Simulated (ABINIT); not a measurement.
# CuO in ABINIT: convergence with k mesh

The system is CuO.

```
Cu O
1.0
     0.00000    2.11656    2.11656
     2.11656    0.00000    2.11656
     2.11656    2.11656    0.00000
Cu O
1 1
Cartesian
  1.9876 1.9869 0.1080
  2.2658 2.1967 1.9817
```

The cell comes from a database or a generator and needn't be the stable form of this composition.

The cell isn't the ideal one: atom 2 moved 0.45 Å.

| Quantity | Value |
| --- | --- |
| Program | ABINIT 10.8.3 (patched build) |
| Task | single point |
| Functional | PBE |
| Potentials or basis | JTH PAW PBE v2.0 |
| Cutoff | 707 eV |
| k mesh | 2 × 2 × 2 |
| Occupations | methfessel-paxton, width 0.1 eV |
| Spin | no spin polarisation |

These are the settings of the first run; the series varies k mesh, with any setting tied to it.

Hardware: 4 MPI ranks on Arm Neoverse V1 (shared host).

Q: The values tried are 2 × 2 × 2, 3 × 3 × 3, 4 × 4 × 4, 5 × 5 × 5, 7 × 7 × 7, 8 × 8 × 8, 9 × 9 × 9, 11 × 11 × 11, 14 × 14 × 14, loosest first. From which on does the pressure stay within 0.1 GPa of the tightest run that finished?

A: From 8 × 8 × 8 on.

```
      k mesh  energy less the tightest run (meV/atom)  pressure (GPa)  largest force (eV/Å)  SCF cycles  CPU time (s)
   2 × 2 × 2                                   208.55           15.75                 0.955          18            17
   3 × 3 × 3                                     1.37           16.60                 0.925          17            23
   4 × 4 × 4                                   -11.25           16.96                 1.080          17            34
   5 × 5 × 5                                     5.92           17.19                 1.100          16            50
   7 × 7 × 7                                    -3.42           16.79                 1.183          19           130
   8 × 8 × 8                                    -3.40           16.86                 1.214          18           180
   9 × 9 × 9                                     0.57           17.02                 1.184          17           230
11 × 11 × 11                                    -0.30           16.86                 1.100          16           400
14 × 14 × 14                                     0.00           16.94                 1.142          19           930
```

Against the tightest run, the energy stays within 1 meV/atom from 9 × 9 × 9 on. Not settled before the last step: the largest force (to 0.005 eV/Å). Meshes of other sizes hit other points, so gaps and Fermi surfaces needn't settle smoothly. The tightest run that finished is the yardstick and may itself not be fully converged.

Caveat, for the tightest run too: an odd number of electrons without spin polarisation forces a metal; a magnetic or distorted state may lie lower; the run has no spin polarisation, though such a crystal can be magnetic; semilocal functionals often make such compounds metallic where correlation or magnetic order opens a gap, which also shifts bond lengths.
